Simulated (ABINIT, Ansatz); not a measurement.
# KI (Fm-3m): modes at Γ and the response to a field

Wanted: the vibrations of KI (Fm-3m) at Γ, by two programs.

Method: DFT LDA, scalar-relativistic, plane waves, PseudoDojo norm-conserving pseudopotentials, in ABINIT 10.8.3.

Report form: the programs' logs are mostly left out.

### Step 1. The starting structure

Symmetry: Fm-3m, No. 225, cubic system. The conventional cell has a = 6.818 Å, b = 6.818 Å, c = 6.818 Å, α = 90.00°, β = 90.00°, γ = 90.00°. Nearest to K lie 6 I at 3.41 Å. Nearest to I lie 6 K at 3.41 Å. Farther neighbours and most contacts between anions are not listed.

As a file:

```cif
data_structure
_symmetry_space_group_name_H-M 'P 1'
_symmetry_Int_Tables_number 1
_cell_length_a 4.8208
_cell_length_b 4.8208
_cell_length_c 4.8208
_cell_angle_alpha 60.000
_cell_angle_beta 60.000
_cell_angle_gamma 60.000
_cell_volume 79.22
loop_
_atom_site_label
_atom_site_type_symbol
_atom_site_fract_x
_atom_site_fract_y
_atom_site_fract_z
_atom_site_occupancy
K1 K 0.00000 0.00000 0.00000 1
I2 I 0.50000 0.50000 0.50000 1
```

### Step 2. Relaxing the cell and atoms

The harmonic expansion needs vanishing forces, and a free crystal bears no stress, so cell and atoms are brought to rest. Stress is more sensitive to the basis than forces are: the last 3 Ha under the cutoff are smoothed with ecutsm, and the cutoff is raised above that of the later runs.

The starting cell comes from a relaxation made beforehand in Ansatz (LDA, PseudoDojo NC).

relax.abi

```
# relaxation
ionmov 2
optcell 2
dilatmx 1.08
ntime 40
tolmxf 1.0d-05
tolvrs 1.0d-14
prtwf 0
prtden 0
chksymtnons 0

# basis, mesh and filling
ecut 40.0
ecutsm 3.0
ngkpt 6 6 6
nshiftk 1
shiftk 0.0 0.0 0.0
istwfk *1
occopt 1
nband 8
nstep 100
diemac 9.0
prtebands 0
prtgsr 0
useylm 1

# cell and atoms
acell 3*1.0 Angstrom
rprim 
    0.0 3.408842607 3.408842607
    3.408842607 0.0 3.408842607
    3.408842607 3.408842607 0.0
ntypat 2
znucl 19 53
natom 2
typat 1 2
xred 
    0.0 0.0 0.0
    0.5 0.5 0.5
pp_dirpath "./pseudo"
pseudos "K.upf, I.upf"
```

Launch:

```sh
> OMP_NUM_THREADS=1 mpirun -n 2 abinit relax.abi > relax.log
```

The job ended after 38 s (2 MPI ranks of Arm Neoverse N1, shared host; 76 s of CPU time).

Little changed from the start: no atom moved by 0.005 Å and no cell edge by 0.1 %.

This step gave:

```
volume per atom : 39.61 Å³
pressure        : -0.001530 GPa
```

### Step 3. Self-consistent run for the response

First-order wavefunctions inherit every error of the ground state, hence the very tight tolvrs. The mesh is shifted off Γ, since shifted meshes converge sums over the zone faster.

gs.abi

```
# ground state
tolvrs 1.0d-16
prtden 1
prtwf 1

# basis, mesh and filling
ecut 32.0
ngkpt 4 4 4
nshiftk 4
shiftk 
    0.5 0.5 0.5
    0.5 0.0 0.0
    0.0 0.5 0.0
    0.0 0.0 0.5
istwfk *1
occopt 1
nband 8
nstep 100
diemac 9.0
prtebands 0
prtgsr 0
useylm 1

# cell and atoms
acell 3*1.0 Angstrom
rprim 
    0.0 3.408842609 3.408842609
    3.408842609 0.0 3.408842609
    3.408842609 3.408842609 0.0
ntypat 2
znucl 19 53
natom 2
typat 1 2
xred 
    0.0 0.0 0.0
    0.5 0.5 0.5
pp_dirpath "./pseudo"
pseudos "K.upf, I.upf"
```

Launch:

```sh
> OMP_NUM_THREADS=1 mpirun -n 2 abinit gs.abi > gs.log
```

Wall time 14 s (2 MPI ranks).

Numbers from this step:

| Item | Value |
| --- | --- |
| pressure | -0.09226 GPa |

The cell stands at -0.092 GPa, close enough for phonons.

### Step 4. Empty bands

Empty bands on the ground state's density check that the gap assumed so far is there in this cell.

gap.abi

```
# empty bands on the ground state's density
iscf -2
getden_filepath "gso_DEN"
tolwfr 1.0d-12
nbdbuf 2
prtwf 0

# basis, mesh and filling
ecut 32.0
ngkpt 6 6 6
nshiftk 1
shiftk 0.0 0.0 0.0
istwfk *1
occopt 1
nband 12
nstep 100
diemac 9.0
prtebands 0
prtgsr 0
useylm 1

# cell and atoms
acell 3*1.0 Angstrom
rprim 
    0.0 3.408842609 3.408842609
    3.408842609 0.0 3.408842609
    3.408842609 3.408842609 0.0
ntypat 2
znucl 19 53
natom 2
typat 1 2
xred 
    0.0 0.0 0.0
    0.5 0.5 0.5
pp_dirpath "./pseudo"
pseudos "K.upf, I.upf"
```

Launch:

```sh
> OMP_NUM_THREADS=1 mpirun -n 2 abinit gap.abi > gap.log
```

It took 23 s on 2 MPI ranks.

Read from the output:

| Property | Result |
| --- | --- |
| gap on the k-mesh | 3.866 eV |

In this cell the gap on the mesh is 3.9 eV, direct, so fixed occupations hold.

### Step 5. Zone-centre response

The derivative of the wavefunctions by k comes first, since the response to a field is built on it; then the field and the displacements that symmetry doesn't supply are solved at q = 0.

It reads the wavefunctions written in step 3.

dfpt_gamma.abi

```
ndtset 2

# common to the responses
getwfk_filepath "gso_WFK"
kptopt 2
nqpt 1
qpt 0.0 0.0 0.0
asr 0
chneut 0

# d/dk
rfelfd1 2
rfdir1 1 1 1
iscf1 -3
tolwfr1 1.0d-20

# displacements, field
rfphon2 1
rfatpol2 1 2
rfdir2 1 1 1
rfelfd2 3
getddk2 1
tolvrs2 1.0d-10
prtwf2 0

# basis, mesh and filling
ecut 32.0
ngkpt 4 4 4
nshiftk 4
shiftk 
    0.5 0.5 0.5
    0.5 0.0 0.0
    0.0 0.5 0.0
    0.0 0.0 0.5
istwfk *1
occopt 1
nband 8
nstep 100
diemac 9.0
prtebands 0
prtgsr 0
useylm 1

# cell and atoms
acell 3*1.0 Angstrom
rprim 
    0.0 3.408842609 3.408842609
    3.408842609 0.0 3.408842609
    3.408842609 3.408842609 0.0
ntypat 2
znucl 19 53
natom 2
typat 1 2
xred 
    0.0 0.0 0.0
    0.5 0.5 0.5
pp_dirpath "./pseudo"
pseudos "K.upf, I.upf"
```

Launch:

```sh
> OMP_NUM_THREADS=1 mpirun -n 2 abinit dfpt_gamma.abi > dfpt_gamma.log
```

Run time: 12 min. Hardware: 2 MPI ranks.

This step gave:

```yaml
miss_of_the_charge_sum_rule: 3.98e-4 e
largest_acoustic_frequency_at_the_zone_centre_before_the_sum_rule: 0.31 cm⁻¹
highest_optical_zone_centre_mode_no_lo_to_term: 114.7 cm⁻¹
lowest_optical_zone_centre_mode: 114.7 cm⁻¹
mean_high_frequency_dielectric_constant: 3.122
largest_born_charge_in_size_third_of_the_trace: 1.106 e
```

Born charge (rows field, columns displacement), before the sum rule (e), principal values of the symmetric part by kind of site:

```tsv
atom	atoms with these values	low	middle	high	mean
K1	1	1.11	1.11	1.11	1.11
I2	1	-1.11	-1.11	-1.11	-1.11
```

In full for K1:

```
1.11 0.00 0.00
0.00 1.11 0.00
0.00 0.00 1.11
```

High-frequency dielectric tensor:

```
3.12 0.00 0.00
0.00 3.12 0.00
0.00 0.00 3.12
```

The acoustic modes at Γ come out as far as 0.3 cm⁻¹ from zero, where they should vanish, a small numerical error; the Born charges miss their sum rule by 4.0e-4 e, which is good.

### Step 6. Zone-centre analysis

anaddb reads the merged derivatives, imposes the acoustic sum rule and charge neutrality, and adds the LO-TO term along chosen directions.

anaddb.abi

```
ddb_filepath "gamma_DDB"
output_file "anaddb.abo"
outdata_prefix "anaddb"
asr 1
chneut 1
enunit 2
eivec 1
nph1l 1
qph1l 0.0 0.0 0.0 1.0
dieflag 1
nph2l 3
qph2l 
    1.0 0.0 0.0 0.0
    0.0 0.0 1.0 0.0
    1.0 1.0 1.0 0.0
```

mrgddb.in

```
gamma_DDB
merged
2
dfpt_gammao_DS2_DDB
gso_DDB
```

Launch:

```sh
> mrgddb < mrgddb.in > mrgddb.log
> OMP_NUM_THREADS=1 anaddb anaddb.abi > anaddb.log
```

Wall time 0.55 s (1 thread).

Read from the output:

* mean static dielectric constant: 5.054
* highest mode moved by the LO-TO term: 145.9 cm⁻¹

No LO-TO term; unit eigenvectors of the mass-weighted matrix, from anaddb's displacements. The modes at Γ (shares of kinetic energy by element, %):

```tsv
mode	frequency (cm⁻¹)	symmetry	K %	I %
1	0.0	acoustic	24	76
2	0.0	acoustic	24	76
3	0.0	acoustic	24	76
4	114.7	T1u	76	24
5	114.7	T1u	76	24
6	114.7	T1u	76	24
```

Displacements in mode 4 (114.7 cm⁻¹), the largest set to 1:
```
K1   0.00  0.00 -1.00
I2   0.00  0.00  0.31
```

Trace of the oscillator strength, degenerate modes summed. Lines of the infrared spectrum (strongest = 100):

```tsv
position (cm⁻¹)	lines merged	IR intensity, relative
115	3	100
```

Static dielectric tensor (ions relaxed, fixed cell):

```
5.05 0.00 0.00
0.00 5.05 0.00
0.00 0.00 5.05
```

The rule moves no optical mode by more than 0.1 cm⁻¹.

### Step 7. The same in Ansatz

The same cell goes through another code at the same cutoff. The files are of one family, but Ansatz's library holds files of its own making for some heavy elements, so those for I may differ. Its k mesh is centred on Γ.

This step: DFT LDA, scalar-relativistic, plane waves, norm-conserving pseudopotentials of its library (PseudoDojo's, some remade) (Ansatz 0.2.0).

input.yaml

```yaml
crystal:
  lattice:
    - [0.0, 3.4088426093, 3.4088426093]
    - [3.4088426093, 0.0, 3.4088426093]
    - [3.4088426093, 3.4088426093, 0.0]
  atoms:
    - { symbol: K, position: [0.0, 0.0, 0.0] }
    - { symbol: I, position: [0.5, 0.5, 0.5] }
kpoints:
  mp_grid: { grid: [6, 6, 6] }
hamiltonian:
  xc: lda
  pseudopotentials: { kind: nc, accuracy: standard }
scf:
  occupations: { method: fixed }
output:
  eigenvalues: true
basis:
  ecutwfc: 870.764
phonons:
  method: dfpt
  dielectric: true
  rigid_motions: translations
```

Launch:

```sh
> ansatz run input.yaml --threads 2 --pin off --max-ram 4096MiB --backend cpu --events-out ev --progress --plain --runs-dir out
```

Run time: 61 s. Hardware: 2 threads; peak memory 0.72 GiB; 2 min of CPU time.

Numbers from this step:

```yaml
sum_rule_residual_before_enforcement: 2.63e-4 eV/Å²
miss_of_the_charge_sum_rule: 6.49e-4 e
estimated_error_of_the_dielectric_tensor: 0.006406
estimated_error_of_the_born_charges: 0.009861 e
highest_optical_zone_centre_mode_no_lo_to_term: 114.6 cm⁻¹
lowest_optical_zone_centre_mode: 114.6 cm⁻¹
mean_high_frequency_dielectric_constant: 3.124
mean_static_dielectric_constant: 5.059
```

Transverse modes. Lines of the infrared spectrum (strongest = 100):

```tsv
position (cm⁻¹)	label	IR intensity ((D/Å)²/amu), degenerate modes summed, relative
115	T1u	100
```

### Step 8. The two compared: ABINIT PseudoDojo and Ansatz, library NC

Worked out from the results:

```yaml
root_mean_square_difference: 0.08 cm⁻¹
largest_difference: 0.08 cm⁻¹
```

Frequencies side by side, by row:

```tsv
q (reciprocal lattice)	mode	ABINIT PseudoDojo (cm⁻¹)	Ansatz, library NC (cm⁻¹)
0 0 0	1	0	0
0 0 0	2	0	0
0 0 0	3	0	0
0 0 0	4	114.7	114.6
0 0 0	5	114.7	114.6
0 0 0	6	114.7	114.6
```

The two runs side by side. Further quantities:

```tsv
quantity	ABINIT PseudoDojo	Ansatz, library NC
mean ε∞	3.122	3.124
largest Born charge in size (e; the first before, the second after the charge sum rule)	1.106	1.106
summed IR intensity ((D/Å)²/amu)	2.833	2.833
```

At the zone centre the largest difference (acoustic modes at Γ apart) is 0.07 % of the highest mode.

### Step 9. Results

```json
{
  "space group after relaxation": "Fm-3m",
  "volume per atom": "39.6 Å³",
  "highest optical zone-centre mode (no LO-TO term)": "114.7 cm⁻¹",
  "highest mode moved by the LO-TO term": "145.9 cm⁻¹",
  "mean high-frequency dielectric constant": "3.12",
  "largest Born charge in size (third of the trace)": "1.11 e",
  "mean static dielectric constant": "5.05",
  "imaginary optical modes at the zone centre (no q mesh in this session)": "none",
  "largest difference from Ansatz, library NC": "0.08 cm⁻¹"
}
```

At the LDA level the optical modes of KI (Fm-3m) at the zone centre (no LO-TO term) lie at 115 cm⁻¹. Along the directions run, the highest mode that the macroscopic field moves lies at 146 cm⁻¹. Lattice motion raises the mean dielectric constant from 3.122 to 5.054. The Born charge of K is 1.106 e against a formal charge of +1, somewhat above it. The Lyddane-Sachs-Teller relation holds: (ωLO/ωTO)² is 1.62 and ε₀/ε∞ is 1.62. ABINIT PseudoDojo and Ansatz, library NC agree to 0.08 cm⁻¹ (0.07 % of the highest mode compared) on all solved modes but the acoustic ones at Γ, without the LO-TO term. These are harmonic frequencies at zero temperature: anharmonic shifts and linewidths and thermal expansion are left out. Spin-orbit coupling is left out, which can matter for the heavy elements here. Ansatz warns that the cutoff lies 11 % under the one recommended for these files; agreement at one cutoff is not convergence.

[Host names and launcher messages were left out of these logs when they were recorded.]

[Logs are printed without paths, hosts, clocks, repeated set-up lines and the standing remarks that a program may print on its own settings, such as how far it seeks lower states.]

[Hosts, paths, dates, database ids (printed as entryN), source tags and the programs' standing remarks are cut or masked in the printed files.]
